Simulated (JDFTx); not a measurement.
## Sc under changes of volume

One of the cells (25.002 Å³/atom); the others are scaled copies at fixed shape and fractional positions:

```xyz
2
Lattice="3.3090 0.0000 0.0000 -1.6545 2.8657 0.0000 0.0000 0.0000 5.2733" Properties=species:S:1:pos:R:3 pbc="T T T"
Sc    1.6545    0.9552    3.9550
Sc    0.0000    1.9105    1.3183
```

```yaml
Program: JDFTx 1.7.0 (patched build)
Functional: RPBE
Potentials_or_basis: PseudoDojo-SR-PBE-0.5-standard
Cutoff: 1061 eV
Density_cutoff: 8490 eV
k_mesh: 9 × 9 × 5
Occupations: fermi-dirac, width 0.05 eV
Spin: no spin polarisation
```

```csv
volume (Å³/atom),energy over the lowest point (meV/atom),pressure (GPa)
23.502,31.15,5.1
24.002,17.55,3.7
24.502,8.04,2.4
25.002,?,?
25.502,0.00,0.2
26.002,0.76,-0.7
26.502,4.57,-1.6
```

What does the run at 25.002 Å³/atom give?

Energy over the lowest point 2.30 meV/atom; pressure 1.3 GPa.

Worked out: A Birch-Murnaghan fit of order 3 (a polynomial in V^(-2/3)) to the other rows has its minimum at 25.61 Å³/atom with B0 = V·E''(V) = 51 GPa and B' = 3.3 at fixed shape and positions, which overstates the stiffness. It gives 2.28 meV/atom at 25.002 Å³/atom, against the run's 2.30, and -dE/dV = 1.3 GPa, against 1.3.

Energies are extrapolated to zero smearing.

Caveats: the potentials were made for another functional, which shifts forces and pressure.
